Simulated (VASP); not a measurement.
# SnSe, relaxation of the atoms: which settings are enough?

SnSe, P1 (no. 1), 8 atoms in the cell. PBE, relaxation of the atoms; PAW potentials Sn_d, Se (PBE set). VASP 6.6.1.

Wanted: energy within 1 meV/atom; two shortest distances of each atom within 0.01 Å.

POSCAR:
```
SnSe
1.0
    6.0200000000      0.0000000000      0.0000000000
    0.0000000000      6.0200000000      0.0000000000
    0.0000000000      0.0000000000      6.0200000000
Sn Se
4 4
Direct
    0.0074230000      0.0047800000      0.0010290000
    0.4884490000      0.5057440000      0.0023630000
    0.4972670000      0.0020120000      0.5014220000
    0.0068310000      0.4956510000      0.5035180000
    0.4949710000      0.4934490000      0.4916770000
    0.0103380000     -0.0042190000      0.4938600000
   -0.0055530000      0.4923640000     -0.0026800000
    0.5002740000      0.0102170000      0.0088120000
```

The series start from Force threshold EDIFFG (eV/Å): -0.02; Electronic threshold EDIFF (eV): 1e-6; Relaxation method: conjugate gradient, POTIM 0.5; Mixing and least electronic steps: default. Each series keeps the choices made before it, and each single choice may use up half of a tolerance.

## Force threshold EDIFFG (eV/Å)

| Force threshold EDIFFG (eV/Å) | Energy less reference (meV/atom) | Two shortest distances of each atom, largest deviation (Å) | SCF iterations | Time (s) |
|---|---|---|---|---|
| -0.1 | 1.3 | 0.039 | 26 | 10 |
| -0.05 | 0.3 | 0.021 | 47 | 19 |
| -0.03 | 0.1 | 0.009 | 60 | 26 |
| -0.02 | 0.0 | 0.006 | 71 | 25 |
| -0.01 | 0.0 | 0.005 | 75 | 32 |
| -0.005 | 0.0 | 0.002 | 79 | 35 |
| -0.002 (reference) | 0.0 | 0.000 | 95 | 43 |

Chosen: -0.01, the loosest value from which every tighter one stays within half of the tolerance.

## Electronic threshold EDIFF (eV)

| Electronic threshold EDIFF (eV) | Energy less reference (meV/atom) | Two shortest distances of each atom, largest deviation (Å) | SCF iterations | Time (s) |
|---|---|---|---|---|
| 0.001 | 0.1 | 0.011 | 100 | 54 |
| 0.0001 | 0.0 | 0.008 | 72 | 36 |
| 1e-5 | 0.0 | 0.003 | 59 | 26 |
| 1e-6 | 0.0 | 0.002 | 75 | 32 |
| 1e-7 (reference) | 0.0 | 0.000 | 86 | 34 |

Chosen: 1e-5.

## Relaxation method

| Relaxation method | Energy less reference (meV/atom) | Two shortest distances of each atom, largest deviation (Å) | SCF iterations | Time (s) |
|---|---|---|---|---|
| conjugate gradient, POTIM 0.5 | 0.0 | 0.000 | 59 | 26 |
| conjugate gradient, POTIM 0.2 | 0.0 | 0.002 | 70 | 31 |
| conjugate gradient, POTIM 1.0 | 0.0 | 0.002 | 73 | 34 |
| quasi-Newton, POTIM 0.5 | 0.0 | 0.002 | 50 | 22 |
| quasi-Newton, POTIM 0.3, 10 steps kept | 0.0 | 0.002 | 53 | 24 |
| quasi-Newton, POTIM 0.5, at least 5 electronic steps | 0.0 | 0.002 | 64 | 28 |
| damped dynamics, POTIM 0.2, SMASS 0.4 | 0.0 | 0.006 | 70 | 33 |
| damped dynamics, POTIM 0.4, SMASS 0.8 | 0.0 | 0.002 | 80 | 37 |
| velocity quench, POTIM 0.1 | 0.0 | 0.001 | 49 | 21 |

Chosen: velocity quench, POTIM 0.1; it saves 5.4 s of 26, so conjugate gradient, POTIM 0.5 would do nearly as well.

## Mixing and least electronic steps

| Mixing and least electronic steps | Energy less reference (meV/atom) | Two shortest distances of each atom, largest deviation (Å) | SCF iterations | Time (s) |
|---|---|---|---|---|
| default | 0.0 | 0.000 | 49 | 21 |
| MAXMIX 40 | 0.0 | 0.002 | 43 | 20 |
| NELMIN 4 | 0.0 | 0.000 | 50 | 22 |
| NELMIN 4, MAXMIX 40 | 0.0 | 0.002 | 44 | 20 |
| ALGO Fast | 0.0 | 0.002 | 67 | 27 |

Chosen: MAXMIX 40; it saves 1.5 s of 21, so default would do nearly as well.

## All choices together

| Input | Energy less reference (meV/atom) | Two shortest distances of each atom, largest deviation (Å) | Time (s) |
|---|---|---|---|
| program defaults (naive) | 0.3 | 0.019 | 14 |
| chosen settings | 0.0 | 0.003 | 20 |
| reference settings throughout | 0.0 | 0.000 | 42 |

The tolerance is met.

## The input

INCAR:
```
  PREC = Normal
  ENCUT = 300
  EDIFF = 1E-5
  ISMEAR = 0
  SIGMA = 0.05
  LREAL = False
  LASPH = True
  NELM = 100
  ALGO = Normal
  LWAVE = False
  LCHARG = False
  IBRION = 3
  NSW = 150
  ISIF = 2
  EDIFFG = -0.01
  POTIM = 0.1
  KPAR = 8
  MAXMIX = 40
```

KPOINTS:
```
k-points
0
Gamma
  3 3 3
```

Commands:
```
cat potpaw_PBE.64/Sn_d/POTCAR potpaw_PBE.64/Se/POTCAR > POTCAR
mpirun -np 8 vasp_std > vasp.out
```

Limits: the start was distorted on purpose (atoms moved at random), so the space group given is the start's and not the crystal's.

The chosen input took VASP 6.6.1 20 s on 8 cores (AMD EPYC 9R45 (Zen 5)), a shared host.

## An input that fails: no relaxation method typed, so the run becomes molecular dynamics without a time step

VASP's message: Fatal error! IBRION=0, but no entry for POTIM on file INCAR. MUST be specified!.

Changes against the starting input:
```
- IBRION = 2
- POTIM = 0.5
```
